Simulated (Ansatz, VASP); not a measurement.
This is a calculation of C for Ansatz 0.2.0.

File input.yaml:

```yaml
crystal:
  lattice:
    - [2.5221, 0.0, 0.0]
    - [-1.26105, 2.1842026709, 0.0]
    - [0.0, 0.0, 8.2371]
  atoms:
    - { symbol: C, position: [0.6666666667, 0.3333333333, 0.84375] }
    - { symbol: C, position: [0.3333333333, 0.6666666667, 0.34375] }
    - { symbol: C, position: [0.6666666667, 0.3333333333, 0.65625] }
    - { symbol: C, position: [0.3333333333, 0.6666666667, 0.15625] }
    - { symbol: C, position: [0.0, 0.0, 0.90625] }
    - { symbol: C, position: [0.0, 0.0, 0.40625] }
    - { symbol: C, position: [0.0, 0.0, 0.59375] }
    - { symbol: C, position: [0.0, 0.0, 0.09375] }
hamiltonian:
  xc: revpbe
  pseudopotentials: { kind: paw }
kpoints:
  mp_grid: { grid: [12, 12, 4] }
scf:
  occupations: { method: fermi_dirac, width: 0.05 }
output:
  forces: true
  stress: true
relax:
  f_tol: 0.01
  max_steps: 40
  cell: { stress_tol: 0.05 }
```

Potentials or basis: Ansatz PAW.

Command:

```console
$ ansatz run input.yaml --threads 4 --pin off --max-ram 11264MiB --backend cpu --events-out ev --progress --plain --runs-dir out
```

Question: Translate it to VASP 6.6.1. Potentials there: VASP PAW PBE potentials, release 64 (C).

Answer: As run (the cutoff follows the program's own potentials):

Contents of INCAR:

```
  PREC = Accurate
  ENCUT = 600
  EDIFF = 1E-6
  ISMEAR = -1
  SIGMA = 0.05
  LREAL = False
  LASPH = True
  NELM = 80
  ALGO = Normal
  ISIF = 3
  LWAVE = False
  LCHARG = False
  GGA = RE
  IBRION = 2
  NSW = 40
  EDIFFG = -0.005
```

File KPOINTS:

```
Automatic mesh
0
Gamma
  12 12 4
```

The input POSCAR:

```
C
1.0
    2.5221000000      0.0000000000      0.0000000000
   -1.2610500000      2.1842026709      0.0000000000
    0.0000000000      0.0000000000      8.2371000000
C
8
Direct
    0.6666666667      0.3333333333      0.8437500000
    0.3333333333      0.6666666667      0.3437500000
    0.6666666667      0.3333333333      0.6562500000
    0.3333333333      0.6666666667      0.1562500000
    0.0000000000      0.0000000000      0.9062500000
    0.0000000000      0.0000000000      0.4062500000
    0.0000000000      0.0000000000      0.5937500000
    0.0000000000      0.0000000000      0.0937500000
```

Potentials or basis: VASP PAW PBE potentials, release 64 (C).

The run is started by

```bash
$ cat potpaw_PBE.64/C/POTCAR > POTCAR
$ mpirun -np 1 vasp_std > vasp.out
```

Both were run:

|  | VASP | Ansatz | Ansatz less VASP |
| --- | --- | --- | --- |
| relaxed volume (Å³/atom) | 5.76 | 5.76 | +0.002 |
| relaxed cell length with the largest relative difference (Å) | 8.332 | 8.334 | +0.0016 |
| energy change over the relaxation (meV/atom) | -4 | -4 | -0.1 |

Caveats: the PAW data sets were made with another functional, which shifts forces and pressure a little (VASP); the plane-wave basis is chosen anew once the cell has moved, so the energies of steps on either side of that aren't comparable (Ansatz); the pressure holds a Pulay correction of +0.9 GPa for the finite cutoff (Ansatz); the PAW data sets come from PBE, with cores solved anew for the run's functional, which leaves a small shift of forces and pressure (Ansatz). A k mesh can miss the band edges. Zero-point motion and thermal expansion aren't in these numbers.
